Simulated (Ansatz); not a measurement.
Input and command of a plane-wave DFT calculation in Ansatz:

```yaml
crystal:
  lattice:
    - [4.4012372935, 0.0, -0.1100309323]
    - [0.0, 4.4012372935, 0.0]
    - [-0.1100309323, 0.0, 4.4012372935]
  atoms:
    - { symbol: Al, position: [0.5, 0.5, 0.0] }
    - { symbol: Al, position: [0.5, 0.0, 0.5] }
    - { symbol: Al, position: [0.0, 0.5, 0.5] }
    - { symbol: Ga, position: [0.0, 0.0, 0.0] }
    - { symbol: "N", position: [0.7444581597, 0.7444581597, 0.2555418403] }
    - { symbol: "N", position: [0.7444581597, 0.2555418403, 0.7444581597] }
    - { symbol: "N", position: [0.2555418403, 0.7444581597, 0.7444581597] }
    - { symbol: "N", position: [0.2555418403, 0.2555418403, 0.2555418403] }
basis:
  ecutwfc: 500
kpoints:
  mp_grid: { grid: [6, 6, 6] }
hamiltonian:
  xc: r2scan
scf:
  occupations: { method: gaussian, width: 0.05 }
output:
  forces: true
  stress: true
  eigenvalues: true
```

```bash
ansatz run input.yaml --threads 2 --pin off --max-ram 5120MiB --backend cpu --events-out ev --progress --plain --runs-dir out
```

Processor: Intel(R) Xeon(R) Platinum 8259CL CPU @ 2.50GHz (Skylake/Cascade Lake), 2 threads, on a host shared with other jobs.

Estimate time, memory and problem size.

About 15 s on 2 threads of Intel(R) Xeon(R) Platinum 8259CL CPU @ 2.50GHz (Skylake/Cascade Lake), on a shared host, peak memory 0.62 GiB. It solves 29 bands at 52 k points (the mesh reduced by symmetry) with about 2153 plane waves, in 7 SCF iterations.
